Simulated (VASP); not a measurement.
# AlN: molecular dynamics at constant energy

AlN, P6_3mc (no. 186), 8 atoms in the cell. PBE, molecular dynamics; PAW potentials Al, N (PBE set).

Ensemble: NVE; Starting temperature (K): 1600.

## Input

INCAR:
```
ALGO = Normal
EDIFF = 1E-6
ENCUT = 400
GGA = PE
IBRION = 0
ISIF = 2
ISMEAR = 0
ISYM = 0
KPAR = 2
LASPH = T
LCHARG = F
LREAL = Auto
LWAVE = F
MDALGO = 2
NELM = 60
NELMIN = 4
NSW = 60
POTIM = 1.0
PREC = Normal
RANDOM_SEED = 471053 0 0
SIGMA = 0.05
SMASS = -3
TEBEG = 1600
```

KPOINTS:
```
k-points
0
Gamma
  3 2 2
```

POSCAR:
```
AlN
1.0
    3.1130000000      0.0000000000      0.0000000000
    0.0000000000      5.3918741640      0.0000000000
    0.0000000000      0.0000000000      4.9810000000
Al N
4 4
Direct
    0.5000000000      0.1666666666      0.5000000000
    0.0000000001      0.6666666666      0.5000000000
    0.0000000000      0.3333333334      0.0000000000
    0.4999999999      0.8333333333      0.0000000000
    0.5000000000      0.1666666666      0.8800000000
    0.0000000001      0.6666666666      0.8800000000
    0.0000000000      0.3333333334      0.3800000000
    0.4999999999      0.8333333333      0.3800000000
```

Commands:
```
cat potpaw_PBE.64/Al/POTCAR potpaw_PBE.64/N/POTCAR > POTCAR
mpirun -np 2 vasp_std > vasp.out
```

## Result

- Rise of the mean potential energy above the start (meV/atom): 89.8
- Mean temperature (K): 806
- Standard error of the mean temperature (K): 85
- Relative fluctuation of the kinetic energy: 0.364
- Canonical value of that fluctuation: 0.309
- Electronic steps per ionic step after the first: 4.2

Course of the run:

| Time (fs) | Temperature (K) | Potential energy less the first (meV/atom) |
|---|---|---|
| 1 | 1598 | 0.0 |
| 6 | 1153 | 50.6 |
| 10 | 554 | 118.6 |
| 15 | 330 | 143.8 |
| 19 | 593 | 113.9 |
| 24 | 902 | 78.9 |
| 28 | 910 | 78.0 |
| 33 | 704 | 101.4 |
| 37 | 550 | 118.9 |
| 42 | 593 | 114.1 |
| 46 | 842 | 85.7 |
| 51 | 1080 | 58.7 |
| 55 | 970 | 71.3 |
| 60 | 743 | 97.0 |

The mean temperature lies below the starting 1600 K, since the atoms start on their sites and part of their kinetic energy turns into potential energy.

REPORT:
```
MDALGO =   2
               SCALING =       0
                 CNEXP =     9.000   14.000
           RANDOM_SEED =            471053                0                0

   original number of atomic DOF:         21
   number of independent constraints:      0
   number of active DOF:                  21

========================================
         MD step No.       1
========================================

  Atomic velocities initialized by STEP_tb

  >Energies
                    E_tot             E_pot             E_kin               EPS                ES
   e_b>   -0.57966561E+02   -0.59412637E+02    0.14460757E+01    0.00000000E+00    0.00000000E+00

  >Temperature
               T_sim     T_inst
   tmprt>   1600.000   1598.182

  >Thermostat:
           s(n+1) sdot(n+1)      s(n)   sdot(n)        Qs
   s_b>   0.00000   0.00000   0.00000   0.00000  -3.00000

           RANDOM_SEED =            471053               48                0

[... steps left out ...]

========================================
         MD step No.      60
========================================

  >Energies
                    E_tot             E_pot             E_kin               EPS                ES
   e_b>   -0.57964090E+02   -0.58636635E+02    0.67254518E+00    0.00000000E+00    0.00000000E+00

  >Temperature
               T_sim     T_inst
   tmprt>   1600.000    743.287

  >Thermostat:
           s(n+1) sdot(n+1)      s(n)   sdot(n)        Qs
   s_b>   0.00000   0.00000   0.00000   0.00000  -3.00000

           RANDOM_SEED =            471053               48                0
```

OSZICAR:
```
N       E                     dE             d eps       ncg     rms          rms(c)
DAV:   1     0.108126659075E+03    0.10813E+03   -0.13108E+04   336   0.111E+03
DAV:   2    -0.600399863775E+02   -0.16817E+03   -0.16256E+03   489   0.236E+02
DAV:   3    -0.688015873266E+02   -0.87616E+01   -0.87193E+01   411   0.602E+01
DAV:   4    -0.688939931415E+02   -0.92406E-01   -0.92357E-01   389   0.682E+00
DAV:   5    -0.688956605126E+02   -0.16674E-02   -0.16671E-02   401   0.879E-01    0.171E+01
DAV:   6    -0.594227662656E+02    0.94729E+01   -0.40809E+01   401   0.346E+01    0.623E+00
DAV:   7    -0.594287638185E+02   -0.59976E-02   -0.11114E+00   381   0.606E+00    0.418E+00
DAV:   8    -0.594169684522E+02    0.11795E-01   -0.11671E-01   371   0.273E+00    0.579E-01
DAV:   9    -0.594117282193E+02    0.52402E-02   -0.26132E-02   406   0.893E-01    0.332E-01
DAV:  10    -0.594127557797E+02   -0.10276E-02   -0.43241E-03   391   0.383E-01    0.155E-01
DAV:  11    -0.594126304976E+02    0.12528E-03   -0.53443E-04   391   0.134E-01    0.313E-02
DAV:  12    -0.594126372773E+02   -0.67796E-05   -0.20597E-05   369   0.322E-02    0.187E-02
[... left out ...]
     58 T=   812. E= -.57964339E+02 F= -.58698676E+02 E0= -.58698676E+02  EK= 0.73434E+00 SP= 0.00E+00 SK= 0.00E+00
     59 T=   771. E= -.57964187E+02 F= -.58662113E+02 E0= -.58662113E+02  EK= 0.69793E+00 SP= 0.00E+00 SK= 0.00E+00
[... last step whole ...]
       N       E                     dE             d eps       ncg     rms          rms(c)
DAV:   1    -0.586365974961E+02    0.25516E-01   -0.54247E-04   393   0.120E+00    0.163E-02
DAV:   2    -0.586366361106E+02   -0.38615E-04   -0.38922E-04   366   0.155E-01    0.895E-03
DAV:   3    -0.586366357852E+02    0.32543E-06   -0.27739E-06   352   0.112E-02    0.605E-03
DAV:   4    -0.586366354504E+02    0.33479E-06   -0.11876E-06   251   0.801E-03
     60 T=   743. E= -.57964090E+02 F= -.58636635E+02 E0= -.58636635E+02  EK= 0.67255E+00 SP= 0.00E+00 SK= 0.00E+00
```

Limits: 60 fs of 8 atoms are too short for converged averages; the cell is only 3.1 Å across, so each atom moves in step with near copies of itself.

VASP 6.6.1 took 125 s on 2 cores (Intel Xeon Platinum 8488C (Sapphire Rapids)), a shared host.
